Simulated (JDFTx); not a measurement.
# Hf (P6_3/mmc) in JDFTx: further runs

One crystal, Hf, is run at these levels: r2SCAN; tasks: equation of state.

Program: JDFTx 1.7.0 (patched build). These are calculated values, not measurements. Logs are shortened: lines on timing, memory, paths and dates and some standing lists are left out, and cuts for length are marked. The log counts tension as positive stress, the text compression.

## 1. The crystal as given

Symmetry: P6_3/mmc, No. 194, hexagonal system. The conventional cell has a = 3.197 Å, b = 3.197 Å, c = 5.058 Å, α = 90.00°, β = 90.00°, γ = 120.00°. Hf (site symmetry -6m2) is surrounded by 12 Hf at 3.13 to 3.20 Å.

## 2. Equation of state, r2SCAN, 21.04 Å³/atom (volume scaled by 0.94)

Input file Hf.in:

```
lattice \
    5.9175694818    -2.9587847410     0.0000000000 \
    0.0000000000     5.1247655000     0.0000000000 \
    0.0000000000     0.0000000000     9.3627437437
coords-type Cartesian
ion Hf     2.9587847412     1.7082551665     7.0220578078 1
ion Hf    -0.0000000004     3.4165103335     2.3406859359 1

ion-species pseudo/Hf.upf
elec-cutoff 40 320
elec-ex-corr mgga-x-r2scan mgga-c-r2scan
kpoint-folding 4 4 2
elec-smearing Fermi 0.0018374661
elec-n-bands 34
electronic-SCF nIterations 100 energyDiffThreshold 1e-09
electronic-minimize nIterations 30 energyDiffThreshold 1e-7
forces-output-coords Cartesian

dump-name run.$VAR
dump End Ecomponents EigStats BandEigs Kpoints Forces Stress
```

Potentials or basis: SG15-PBE-1.2 with smoothed tails.

Launch:

```bash
jdftx -c 1 -i Hf.in -o Hf.out
```

Log:

```text
*************** JDFTx 1.7.0 (patched build) ***************

Input parsed successfully to the following command list (including defaults):
[... the input with its defaults ...]

---------- Setting up symmetries ----------

Found 24 point-group symmetries of the bravais lattice
Found 24 space-group symmetries with basis
Applied RMS atom displacement 3.73516e-10 bohrs to make symmetries exact.

---------- Initializing the Grid ----------
R =
[      5.91757     -2.95878            0  ]
[            0      5.12477            0  ]
[            0            0      9.36274  ]
unit cell volume = 283.936
G =
[    1.06178   0.613022         -0  ]
[          0    1.22604          0  ]
[          0         -0   0.671084  ]
Minimum fftbox size, Smin = [  48  48  76  ]
Chosen fftbox size, S = [  48  48  80  ]

---------- Initializing tighter grid for wavefunction operations ----------
R =
[      5.91757     -2.95878            0  ]
[            0      5.12477            0  ]
[            0            0      9.36274  ]
unit cell volume = 283.936
G =
[    1.06178   0.613022         -0  ]
[          0    1.22604          0  ]
[          0         -0   0.671084  ]
Minimum fftbox size, Smin = [  36  36  56  ]
Chosen fftbox size, S = [  36  36  56  ]

---------- Exchange Correlation functional ----------
Initialized LibXC exchange functional 'Re-regularized SCAN exchange by Furness et al'
Initialized LibXC correlation functional 'Re-regularized SCAN correlation by Furness et al'

---------- Setting up pseudopotentials ----------
Width of ionic core gaussian charges (only for fluid interactions / plotting) set to 0

Reading pseudopotential file 'pseudo/Hf.upf':
  'Hf' pseudopotential, 'PBE' functional
  Generated using ONCVPSP code by D. R. Hamann
  26 valence electrons, 0 orbitals, 8 projectors, 602 radial grid points, with lMax = 3
  Core radius for overlap checks: 2.66 bohrs.

Initialized 1 species with 2 total atoms.

Folded 1 k-points by 4x4x2 to 32 k-points.

---------- Setting up k-points, bands, fillings ----------
Reduced to 8 k-points under symmetry.
Computing the number of bands and number of electrons
Calculating initial fillings.
nElectrons:  52.000000   nBands: 34   nStates: 8

----- Setting up reduced wavefunction bases (one per k-point) -----
average nbasis = 3425.969 , ideal nbasis = 3430.872

---------- Setting up ewald sum ----------
Optimum gaussian width for ewald sums = 2.336031 bohr.
Real space sum over 1521 unit cells with max indices [  6  6  4  ]
Reciprocal space sum over 2057 terms with max indices [  5  5  8  ]

---------- Allocating electronic variables ----------
Initializing wave functions:  (No orbitals for LCAO)  bandwidth-limited random numbers

Setting the auxilliary hamiltonian equal to the subspace hamiltonian.

-------- Electronic minimization -----------
Will mix electronic and kinetic density at each iteration.
	FillingsUpdate:  mu: +2.438508727  nElectrons: 52.000000
	FillingsUpdate:  mu: -1.128082632  nElectrons: 52.000000
SCF: Cycle:  0   F: -416.807591363517986   dF: -9.887e+01   |Residual|: 1.984e+01   |deigs|: 3.294e+00
	FillingsUpdate:  mu: -0.890433541  nElectrons: 52.000000
SCF: Cycle:  1   F: -428.526385427727234   dF: -1.172e+01   |Residual|: 2.471e+01   |deigs|: 8.844e-01
	FillingsUpdate:  mu: -2.800925096  nElectrons: 52.000000
SCF: Cycle:  2   F: -409.896346978930580   dF: +1.863e+01   |Residual|: 5.384e+01   |deigs|: 2.149e+00
	FillingsUpdate:  mu: +1.105263327  nElectrons: 52.000000
SCF: Cycle:  3   F: -445.103278060717912   dF: -3.521e+01   |Residual|: 4.999e+00   |deigs|: 4.622e+00
	FillingsUpdate:  mu: +0.835117846  nElectrons: 52.000000
SCF: Cycle:  4   F: -445.423700488808322   dF: -3.204e-01   |Residual|: 9.180e+00   |deigs|: 5.790e-01
	FillingsUpdate:  mu: +0.972199312  nElectrons: 52.000000
SCF: Cycle:  5   F: -446.074784305904871   dF: -6.511e-01   |Residual|: 1.782e+00   |deigs|: 3.834e-01
	FillingsUpdate:  mu: +0.947643688  nElectrons: 52.000000
SCF: Cycle:  6   F: -446.125125216421168   dF: -5.034e-02   |Residual|: 1.590e+00   |deigs|: 6.693e-02
	FillingsUpdate:  mu: +0.907030488  nElectrons: 52.000000
SCF: Cycle:  7   F: -446.148287699742070   dF: -2.316e-02   |Residual|: 9.746e-01   |deigs|: 1.085e-01
	FillingsUpdate:  mu: +0.927048366  nElectrons: 52.000000
SCF: Cycle:  8   F: -446.182600899760246   dF: -3.431e-02   |Residual|: 4.394e-01   |deigs|: 7.108e-02
	FillingsUpdate:  mu: +0.919341678  nElectrons: 52.000000
SCF: Cycle:  9   F: -446.184367720460443   dF: -1.767e-03   |Residual|: 7.865e-02   |deigs|: 2.387e-02
	FillingsUpdate:  mu: +0.920017974  nElectrons: 52.000000
SCF: Cycle: 10   F: -446.184448531042108   dF: -8.081e-05   |Residual|: 5.578e-02   |deigs|: 1.823e-03
	FillingsUpdate:  mu: +0.921938322  nElectrons: 52.000000
SCF: Cycle: 11   F: -446.184823823981674   dF: -3.753e-04   |Residual|: 3.068e-02   |deigs|: 6.301e-03
	FillingsUpdate:  mu: +0.922121389  nElectrons: 52.000000
SCF: Cycle: 12   F: -446.184822897175366   dF: +9.268e-07   |Residual|: 2.589e-02   |deigs|: 4.916e-04
	FillingsUpdate:  mu: +0.922037306  nElectrons: 52.000000
SCF: Cycle: 13   F: -446.184827051820207   dF: -4.155e-06   |Residual|: 4.266e-03   |deigs|: 5.590e-04
	FillingsUpdate:  mu: +0.922001369  nElectrons: 52.000000
SCF: Cycle: 14   F: -446.184827393497585   dF: -3.417e-07   |Residual|: 3.056e-03   |deigs|: 1.843e-04
	FillingsUpdate:  mu: +0.922012351  nElectrons: 52.000000
SCF: Cycle: 15   F: -446.184827516581606   dF: -1.231e-07   |Residual|: 1.142e-03   |deigs|: 5.774e-05
	FillingsUpdate:  mu: +0.922033136  nElectrons: 52.000000
SCF: Cycle: 16   F: -446.184827549196882   dF: -3.262e-08   |Residual|: 9.486e-04   |deigs|: 7.362e-05
	FillingsUpdate:  mu: +0.922030044  nElectrons: 52.000000
SCF: Cycle: 17   F: -446.184827557692699   dF: -8.496e-09   |Residual|: 2.634e-04   |deigs|: 2.020e-05
	FillingsUpdate:  mu: +0.922029169  nElectrons: 52.000000
SCF: Cycle: 18   F: -446.184827559460757   dF: -1.768e-09   |Residual|: 3.644e-05   |deigs|: 5.364e-06
	FillingsUpdate:  mu: +0.922028330  nElectrons: 52.000000
SCF: Cycle: 19   F: -446.184827559771350   dF: -3.106e-10   |Residual|: 9.907e-05   |deigs|: 3.862e-06
	FillingsUpdate:  mu: +0.922028950  nElectrons: 52.000000
SCF: Cycle: 20   F: -446.184827559908854   dF: -1.375e-10   |Residual|: 2.670e-05   |deigs|: 2.833e-06
SCF: Converged (|Delta E|<1.000000e-09 for 2 iters).

Setting wave functions to eigenvectors of Hamiltonian

# Stress tensor in Cartesian coordinates [Eh/a0^3]:
[ -2.29661e-05            0            0  ]
[            0 -2.29661e-05            0  ]
[            0            0  5.24787e-05  ]

# Ionic positions in cartesian coordinates:
ion Hf   2.958784740866667   1.708255166666667   7.022057807774999 1
ion Hf  -0.000000000066667   3.416510333333334   2.340685935925000 1

# Forces in Cartesian coordinates:
force Hf  -0.000000000000000  -0.000000000000000   0.000000000000000 1
force Hf   0.000000000000000   0.000000000000000   0.000000000000000 1

# Energy components:
   Eewald =     -374.2031497061736900
       EH =       99.1147207343932877
     Eloc =     -237.6702176712027779
      Enl =      -85.2753925499567487
      Exc =      -37.3276787235890737
       KE =      189.1777725146003490
-------------------------------------
     Etot =     -446.1839454019287246
       TS =        0.0008821579801388
-------------------------------------
        F =     -446.1848275599088538

IonicMinimize: Iter:   0  F: -446.184827559908854  |grad|_K:  5.997e-36
IonicMinimize: Converged (|grad|_K<1.000000e-04).

Dumping 'run.eigStats' ...
	eMin: -1.423670 at state 0 ( [ +0.000000 +0.000000 +0.000000 ] spin 0 )
	HOMO: +0.906354 at state 2 ( [ +0.000000 +0.250000 +0.000000 ] spin 0 )
	mu  : +0.922029
	LUMO: +0.923305 at state 7 ( [ +0.250000 +0.250000 +0.500000 ] spin 0 )
	eMax: +1.259150 at state 2 ( [ +0.000000 +0.250000 +0.000000 ] spin 0 )
	HOMO-LUMO gap: +0.016951
	Optical gap  : +0.025934 at state 7 ( [ +0.250000 +0.250000 +0.500000 ] spin 0 )
Done!
[note: the HOMO, LUMO and gaps printed at the end count levels as full or empty at half filling, so they show a gap where a level is partly filled]
```

Run time: 2.3 min. Hardware: 1 thread of Intel Xeon Platinum 8488C (Sapphire Rapids), shared host; peak memory 0.15 GiB.

These settings aren't checked as converged: the numbers below hold their error.

Results:

```
Free energy            : -12141.3077 eV
Pressure               : -0.1 GPa
Band gap on the k mesh : none (metal or under the smearing width)
```

Caveat: the k mesh is coarse (spacing up to 0.63 Å⁻¹), so the values aren't converged; the potentials were made for another functional, which shifts forces and pressure.

## 3. Equation of state, r2SCAN, 21.49 Å³/atom (volume scaled by 0.96)

Input file Hf.in:

```
lattice \
    5.9592438794    -2.9796219397     0.0000000000 \
    0.0000000000     5.1608565870     0.0000000000 \
    0.0000000000     0.0000000000     9.4286807311
coords-type Cartesian
ion Hf     2.9796219400     1.7202855288     7.0715105484 1
ion Hf    -0.0000000003     3.4405710582     2.3571701828 1

ion-species pseudo/Hf.upf
elec-cutoff 40 320
elec-ex-corr mgga-x-r2scan mgga-c-r2scan
kpoint-folding 4 4 2
elec-smearing Fermi 0.0018374661
elec-n-bands 34
electronic-SCF nIterations 100 energyDiffThreshold 1e-09
electronic-minimize nIterations 30 energyDiffThreshold 1e-7
forces-output-coords Cartesian

dump-name run.$VAR
dump End Ecomponents EigStats BandEigs Kpoints Forces Stress
```

Potentials or basis: SG15-PBE-1.2 with smoothed tails.

Launch:

```bash
jdftx -c 1 -i Hf.in -o Hf.out
```

Wall time 2.3 min (1 thread of Intel Xeon Platinum 8488C (Sapphire Rapids), shared host); peak memory 0.15 GiB.

The run converged, but some of its settings lie outside the range that counts as converged, so its numbers aren't taken as properties of the crystal.

What came out:

```
Free energy            : -12141.3004 eV
Pressure               : -2.6 GPa
Band gap on the k mesh : none (metal or under the smearing width)
```

Caveat: the k mesh is coarse (spacing up to 0.63 Å⁻¹), so the values aren't converged; the potentials were made for another functional, which shifts forces and pressure.

## 4. Equation of state, r2SCAN, 21.93 Å³/atom (volume scaled by 0.98)

Input file Hf.in:

```
lattice \
    6.0003434118    -3.0001717060     0.0000000000 \
    0.0000000000     5.1964498262     0.0000000000 \
    0.0000000000     0.0000000000     9.4937081703
coords-type Cartesian
ion Hf     3.0001717062     1.7321499419     7.1202811277 1
ion Hf    -0.0000000004     3.4642998843     2.3734270426 1

ion-species pseudo/Hf.upf
elec-cutoff 40 320
elec-ex-corr mgga-x-r2scan mgga-c-r2scan
kpoint-folding 4 4 2
elec-smearing Fermi 0.0018374661
elec-n-bands 34
electronic-SCF nIterations 100 energyDiffThreshold 1e-09
electronic-minimize nIterations 30 energyDiffThreshold 1e-7
forces-output-coords Cartesian

dump-name run.$VAR
dump End Ecomponents EigStats BandEigs Kpoints Forces Stress
```

Launch:

```bash
jdftx -c 1 -i Hf.in -o Hf.out
```

It took 2.3 min on 1 thread of Intel Xeon Platinum 8488C (Sapphire Rapids), shared host; peak memory 0.18 GiB.

The run converged, but some of its settings lie outside the range that counts as converged, so its numbers aren't taken as properties of the crystal.

What came out:

```yaml
Free_energy: -12141.2803 eV
Pressure: -4.8 GPa
Band_gap_on_the_k_mesh: none (metal or under the smearing width)
```

Caveat: the k mesh is coarse (spacing up to 0.63 Å⁻¹), so the values aren't converged; the potentials were made for another functional, which shifts forces and pressure.

## 5. Equation of state, r2SCAN, 22.38 Å³/atom

Input file Hf.in:

```
lattice \
    6.0408875026    -3.0204437513     0.0000000000 \
    0.0000000000     5.2315620387     0.0000000000 \
    0.0000000000     0.0000000000     9.5578567931
coords-type Cartesian
ion Hf     3.0204437516     1.7438540127     7.1683925948 1
ion Hf    -0.0000000003     3.4877080260     2.3894641983 1

ion-species pseudo/Hf.upf
elec-cutoff 40 320
elec-ex-corr mgga-x-r2scan mgga-c-r2scan
kpoint-folding 4 4 2
elec-smearing Fermi 0.0018374661
elec-n-bands 34
electronic-SCF nIterations 100 energyDiffThreshold 1e-09
electronic-minimize nIterations 30 energyDiffThreshold 1e-7
forces-output-coords Cartesian

dump-name run.$VAR
dump End Ecomponents EigStats BandEigs Kpoints Forces Stress
```

Launch:

```bash
jdftx -c 1 -i Hf.in -o Hf.out
```

It took 5.5 min on 1 thread of Intel Xeon Platinum 8488C (Sapphire Rapids), shared host; peak memory 0.18 GiB.

These settings aren't checked as converged: the numbers below hold their error.

Results:

* Free energy: -12141.2477 eV
* Pressure: -6.9 GPa
* Band gap on the k mesh: none (metal or under the smearing width)

Caveat: the k mesh is coarse (spacing up to 0.62 Å⁻¹), so the values aren't converged; the potentials were made for another functional, which shifts forces and pressure.

## 6. Equation of state, r2SCAN, 23.28 Å³/atom (volume scaled by 1.04)

Input file Hf.in:

```
lattice \
    6.1203819807    -3.0601909903     0.0000000000 \
    0.0000000000     5.3004062762     0.0000000000 \
    0.0000000000     0.0000000000     9.6836324902
coords-type Cartesian
ion Hf     3.0601909906     1.7668020919     7.2627243677 1
ion Hf    -0.0000000003     3.5336041843     2.4209081226 1

ion-species pseudo/Hf.upf
elec-cutoff 40 320
elec-ex-corr mgga-x-r2scan mgga-c-r2scan
kpoint-folding 4 4 2
elec-smearing Fermi 0.0018374661
elec-n-bands 34
electronic-SCF nIterations 100 energyDiffThreshold 1e-09
electronic-minimize nIterations 30 energyDiffThreshold 1e-7
forces-output-coords Cartesian

dump-name run.$VAR
dump End Ecomponents EigStats BandEigs Kpoints Forces Stress
```

Potentials or basis: SG15-PBE-1.2 with smoothed tails.

Launch:

```bash
jdftx -c 1 -i Hf.in -o Hf.out
```

Wall time 8 min (1 thread of Intel Xeon Platinum 8488C (Sapphire Rapids), shared host); peak memory 0.18 GiB.

These settings aren't checked as converged: the numbers below hold their error.

Results:

```yaml
Free_energy: -12141.1506 eV
Pressure: -10.5 GPa
Band_gap_on_the_k_mesh: none (metal or under the smearing width)
```

Caveat: the k mesh is coarse (spacing up to 0.61 Å⁻¹), so the values aren't converged; the potentials were made for another functional, which shifts forces and pressure.

## 7. Equation of state, r2SCAN

No new run: the results of the series are fitted here.

The run converged, but some of its settings lie outside the range that counts as converged, so its numbers aren't taken as properties of the crystal.

What came out:

```yaml
Equilibrium_volume: "21.03 Å³/atom (rough: see the caveat)"
Bulk_modulus_at_fixed_shape_and_positions: 121 GPa (rough)
```

Caveat: the k mesh is coarse (spacing up to 0.62 Å⁻¹), so the values aren't converged; the minimum lies outside the volumes run; the cell was scaled at fixed shape and fractional positions, which overstates the stiffness of a crystal with free parameters, most of all of layers and chains; the potentials were made for another functional, which shifts forces and pressure.

## 8. For comparison

An earlier run on the cell as given: functional PBEsol; potentials or basis PseudoDojo-SR-PBEsol-0.4.1-standard with smoothed tails; cutoff 789 eV; density cutoff 6313 eV; k mesh 10 × 10 × 5; occupations fermi-dirac, width 0.05 eV; no spin polarisation.

- Pressure: -3.6 GPa
- Band gap on the k mesh: none (metal or under the smearing width)
